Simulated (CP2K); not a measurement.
Runs of CP2K 2026.2 on Al. It takes space group Pm-3m (No. 221, cubic). Conventional cell: a = 2.722 Å, b = 2.722 Å, c = 2.722 Å, α = 90.00°, β = 90.00°, γ = 90.00°. Al (site symmetry m-3m) is surrounded by 6 Al at 2.72 Å. The cell was built by a generator and needn't be a form met in nature.

```csv
level,gap on the mesh (eV),pressure (GPa),relaxed volume (Å³/atom)
PBE,none,0.0,20.10
LDA,none,0.0,20.11
BLYP,none,0.0,(a)
PBEsol,none,0.0,20.01
```

Alike in all rows: task relaxation of cell and atoms; potentials or basis POTENTIAL_UZH Al GTH-PBE-q3; TZVP-MOLOPT-PBE-GTH basis; no spin polarisation; cell relaxed; k mesh 7 × 7 × 7; smearing fermi-dirac 0.05 eV.

Task: Estimate the missing entries.

Result: (a) 21.08.

Caveats: the basis of atomic orbitals isn't converged, which shifts pressures, moduli and gaps; the potentials were made for another functional, which shifts forces and pressure (some runs).

A gap of «none» marks a metal or a gap under the smearing width.
